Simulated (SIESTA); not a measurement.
**ZrC in SIESTA: the effect of target pressure**

Crystal: ZrC.

```
Zr C
1.0
     0.00000    2.36500    2.36500
     2.36500    0.00000    2.36500
     2.36500    2.36500    0.00000
Zr C
1 1
Direct
  0.50000 0.50000 0.50000
  0.00000 0.00000 0.00000
```

Alike in all runs:

```yaml
Program: SIESTA 5.4.2
Task: relaxation of cell and atoms
Functional: PBE
Potentials_or_basis: PseudoDojo 0.4 standard (PBE files)
Basis: DZP (energy shift 0.003 Ry; two zetas on semicore shells)
Grid_cutoff: 800 Ry
Energy_shift: 0.003 Ry
k_mesh: 7 × 7 × 7
Occupations: fermi-dirac, width 0.05 eV
Spin: no spin polarisation
```

Each run relaxes the cell or the atoms first.

```csv
target pressure,target pressure,relaxed volume (Å³/atom)
0 GPa,-,13.17
2 GPa,2 GPa,13.06
5 GPa,5 GPa,12.88
10 GPa,10 GPa,?
20 GPa,20 GPa,12.19
30 GPa,30 GPa,11.81
```

What does the run with target pressure 10 GPa give?

Relaxed volume 12.64 Å³/atom.

Worked out: In Murnaghan's law V^(-B') rises as a straight line in P. The other rows fit best with B' = 4.3, V0 = 13.17 Å³/atom and B0 = 216 GPa, which gives 12.63 Å³/atom at 10 GPa, against the run's 12.64.

Caveats: the basis of atomic orbitals isn't converged, which shifts pressures, moduli and gaps.
